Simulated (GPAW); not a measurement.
## CeH2 in GPAW: convergence with plane-wave cutoff (eV)

The system is CeH2.

```
Ce H
1.0
     0.00000    2.79500    2.79500
     2.79500    0.00000    2.79500
     2.79500    2.79500    0.00000
Ce H
1 2
Direct
  0.00000 0.00000 0.00000
  0.75000 0.75000 0.75000
  0.25000 0.25000 0.25000
```

* Program: GPAW 26.7.0
* Task: convergence study
* Functional: LDA
* Potentials or basis: the program's PAW data sets (release 1.2.1) made for this functional
* Cutoff: 300 eV
* Basis: pw
* k mesh: 6 × 6 × 6
* Occupations: fermi-dirac, width 0.05 eV
* Spin: collinear spin, ferromagnetic start
* Starting moments: [1.0, 0.0, 0.0] μB

These are the settings of the first run; the series varies plane-wave cutoff (eV), with any setting tied to it.

Hardware: 1 thread of Arm Neoverse V2 (shared host).

| plane-wave cutoff (eV) | energy less the tightest run, at zero smearing (meV/atom) | pressure (GPa) | largest site moment (μB) | SCF cycles | CPU time (s) | peak memory (GiB) |
| --- | --- | --- | --- | --- | --- | --- |
| 300 | 68.56 | -8.48 | 0.78 | 13 | 9.5 | 0.15 |
| 350 | 44.20 | -8.21 | 0.79 | 13 | 14 | 0.15 |
| 400 | 27.02 | -8.07 | 0.79 | 13 | 13 | 0.16 |
| 500 | 8.13 | -7.46 | 0.80 | 13 | 20 | 0.17 |
| 600 | 3.80 | -7.27 | 0.80 | 12 | 23 | 0.18 |
| 700 | 1.63 | -7.24 | 0.80 | 12 | 23 | 0.2 |
| 800 | 0.57 | -7.18 | 0.80 | 12 | 33 | 0.21 |
| 1000 | 0.22 | -7.17 | 0.80 | 12 | 43 | 0.25 |
| 1200 | 0.00 | -7.15 | 0.80 | 12 | 42 | 0.28 |

Against the tightest run, the energy stays within 1 meV/atom from 800 on; the pressure stays within 0.1 GPa from 700 on; the largest site moment stays within 0.02 μB from 350 on. The tightest run that finished is the yardstick and may itself not be fully converged.

Caveat, for the tightest run too: one-centre terms of the f shell are cut off; the magnetic or orbital state may not be the lowest. The state reached can hang on the start; a lower one may exist.
